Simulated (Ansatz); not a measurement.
## SiC: Fröhlich coupling of electrons to the polar mode

Plane-wave DFT in Ansatz with scalar-relativistic PAW potentials. The crystal relaxes under PBE to F-43m with a = 4.380 Å, 10.50 Å³/atom. No spin polarisation.

Linear response at Γ (PBE, cell F-43m with a = 4.380 Å, 420 eV, 10×10×10 k points) gives one polar TO mode at 774.8 cm⁻¹, ε∞ = 7.00 and ε0 = 10.39. Band curvatures at the conduction edge (PBE, cell F-43m with a = 4.380 Å, 420 eV, 10×10×10 k points; gap 1.37 eV) give a conductivity mass of 0.293 mₑ (harmonic mean over x, y, z).

Task: Work out the LO energy, the Fröhlich constant, and the polaron's energy, mass and size.

Result: Lyddane–Sachs–Teller: ω_LO = ω_TO √(ε0/ε∞) = 943.8 cm⁻¹, ħω_LO = 117.0 meV. α = √(m* Ry/ħω_LO) (1/ε∞ − 1/ε0) with Ry = 13.606 eV and m* in mₑ: √(0.293 × 13606/117.0) × 0.0466 = 0.27. To first order the edge drops by αħω_LO = 32 meV and the mass grows by the factor 1 + α/6 to 0.306 mₑ; the length √(ħ/2m*ω_LO) is 10.5 Å. Coupling is weak, and these first-order results hold. The model takes one parabolic, isotropic valley. Too small a gap makes ε∞ too large and, at a direct edge, m* too light, and both lower α.